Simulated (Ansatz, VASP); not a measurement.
# One calculation of Hf, two programs

```
CELL_PARAMETERS angstrom
0.00000 2.20439 2.20439
2.20439 0.00000 2.20439
2.20439 2.20439 0.00000
ATOMIC_POSITIONS crystal
Hf 0.00000 0.00000 0.00000
```

Change from the starting cell: volume scaled by 0.95, PAW files.

Alike in both runs: task electric field gradients; functional PBE; k mesh 13 × 13 × 13; occupations fermi-dirac, width 0.05 eV; no spin polarisation.

|  | VASP | Ansatz |
| --- | --- | --- |
| version | VASP 6.6.1 | Ansatz 0.2.0 |
| potentials or method | VASP PAW PBE potentials, release 64 (Hf_pv) | PAW with Ansatz's default frozen-core files, scalar-relativistic |
| plane-wave cutoff (eV) | 520 | 420 |
| valence electrons in the cell | 10 | 26 |

```csv
,VASP,Ansatz,Ansatz less VASP
pressure (GPa),5.4,5.8,+0.44
Vzz of the field gradient on the site that differs most (V/Å²),0.0,0.0,0.00
```

The two sets of potentials don't hold the same shells in valence. Ansatz warned: «gradients_without_spin_orbit».

Spin-orbit coupling is left out, which matters for the levels of Hf.
